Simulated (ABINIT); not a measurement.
Set up this calculation in ABINIT 10.8.3 (patched build), as the native input.

```yaml
Task: band structure
Functional: AM05
Potentials_or_basis: PseudoDojo NC SR PBEsol v0.4.1 standard
Cutoff: 1034 eV
k_mesh: 10 × 10 × 10
Occupations: fermi-dirac, width 0.05 eV
Spin: no spin polarisation
```

Crystal: BP.

```
CELL_PARAMETERS angstrom
0.00000 2.26900 2.26900
2.26900 0.00000 2.26900
2.26900 2.26900 0.00000
ATOMIC_POSITIONS crystal
P 0.75000 0.75000 0.75000
B 0.00000 0.00000 0.00000
```

One way to write it, as run:

run.abi

```
ndtset 2

pp_dirpath "./"
pseudos "P.upf, B.upf"

acell 6.0638487579 6.0638487579 6.0638487579
rprim
     0.0000000000     0.7071067812     0.7071067812
     0.7071067812     0.0000000000     0.7071067812
     0.7071067812     0.7071067812     0.0000000000
ntypat 2
znucl 15 5
natom 2
typat 1 2
xred
     0.7500000000     0.7500000000     0.7500000000
     0.0000000000     0.0000000000     0.0000000000

ecut 38.0

ixc -120135

occopt 3
tsmear 0.05 eV

nstep 100

iomode 3
prtwf 0
prteig 0
prtebands 0
prtden1 1

kptopt1 1
ngkpt1 10 10 10
nshiftk1 1
shiftk1 0.0 0.0 0.0
nband1 8
tolvrs1 1.0e-10

iscf2 -2
getden2 1
nband2 12
nbdbuf2 2
tolwfr2 1.0e-12
kptopt2 -9
ndivsm2 6
prteig2 1
kptbounds2
     0.0000000000     0.0000000000     0.0000000000
     0.5000000000     0.0000000000     0.5000000000
     0.5000000000     0.2500000000     0.7500000000
     0.3750000000     0.3750000000     0.7500000000
     0.0000000000     0.0000000000     0.0000000000
     0.5000000000     0.5000000000     0.5000000000
     0.6250000000     0.2500000000     0.6250000000
     0.5000000000     0.2500000000     0.7500000000
     0.5000000000     0.5000000000     0.5000000000
     0.3750000000     0.3750000000     0.7500000000
```

Potentials or basis: PseudoDojo NC SR PBEsol v0.4.1 standard.

Run with:

```sh
$ abinit run.abi > log 2>&1
```

Results of the run:

```json
{"Pressure": "-2.2 GPa", "Band gap on the k mesh": "1.14 eV, indirect (least direct gap 3.33 eV)", "Band gap along the path": "1.14 eV, indirect (least direct gap 3.33 eV)", "Valence electrons inside the program's atomic spheres": "P 2.92; B 2.70"}
```

Caveat: the potentials were made for another functional, which shifts forces and pressure.

Run time: 57 s on 1 thread of Arm Neoverse V1 (shared host), peak memory 0.11 GiB.
